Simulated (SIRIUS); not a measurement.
Sb:

```
Sb
1.0
    -1.57654    1.57654    2.71194
     1.57654   -1.57654    2.71194
     1.57654    1.57654   -2.71194
Sb
1
Direct
  0.00000 0.00000 0.00000
```

This isn't the form of Sb at room conditions, which is rhombohedral.

Program: SIRIUS 7.12.0. Alike in all runs: task single point; level PBE; no spin polarisation; cell as given; k mesh 10 × 10 × 10; smearing fermi-dirac 0.05 eV. Hardware: 1 thread of Intel(R) Xeon(R) Platinum 8259CL CPU @ 2.50GHz (Skylake/Cascade Lake) (shared host).

**Question.** Order these runs on this cell by their wall time, lowest first.
A. potentials or basis JTH 2.0 PBE (PAW); cutoff (eV) 557
B. potentials or basis GBRV 1.5 PBE (ultrasoft); cutoff (eV) 557
C. potentials or basis in-house norm-conserving set, PBE (scalar relativistic); cutoff (eV) 1102; radial cutoff for the potentials' integrals 6.5 bohr

**Answer.** B (27 s), A (62 s), C (180 s).
